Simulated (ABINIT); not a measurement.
Rh:

```
Rh
1.0
     0.00000    1.89785    1.89785
     1.89785    0.00000    1.89785
     1.89785    1.89785    0.00000
Rh
1
Direct
  0.00000 0.00000 0.00000
```

Base run:

| Quantity | Value |
| --- | --- |
| Program | ABINIT 10.8.3 (patched build) |
| Functional | rPW86PBE |
| Potentials or basis | JTH PAW PBE v2.0 |
| Cutoff | 544 eV |
| k mesh | 12 × 12 × 12 |
| Occupations | fermi-dirac, width 0.05 eV |
| Spin | no spin polarisation |

Its results: band gap on the k mesh none (metal or under the smearing width); pressure 22.4 GPa.

**Question.** After a change of settings the same cell gave: band gap on the k mesh none (metal or under the smearing width); pressure 10.5 GPa. Which change was it?
A. functional from rPW86PBE to PBEsol; k mesh from 12 × 12 × 12 to 10 × 10 × 10
B. functional from rPW86PBE to PBEsol
C. functional from rPW86PBE to BP86; spin from no spin polarisation to spin-orbit coupling, no magnetisation
D. functional from rPW86PBE to revPBE

**Answer.** D.

Caveats: so large a pressure means that the cell lies far from this level's equilibrium, or that cutoff or potentials fall short (some runs); the potentials were made for another functional, which shifts forces and pressure (some runs); the PAW data sets were made with another functional, which shifts forces and pressure a little (some runs).
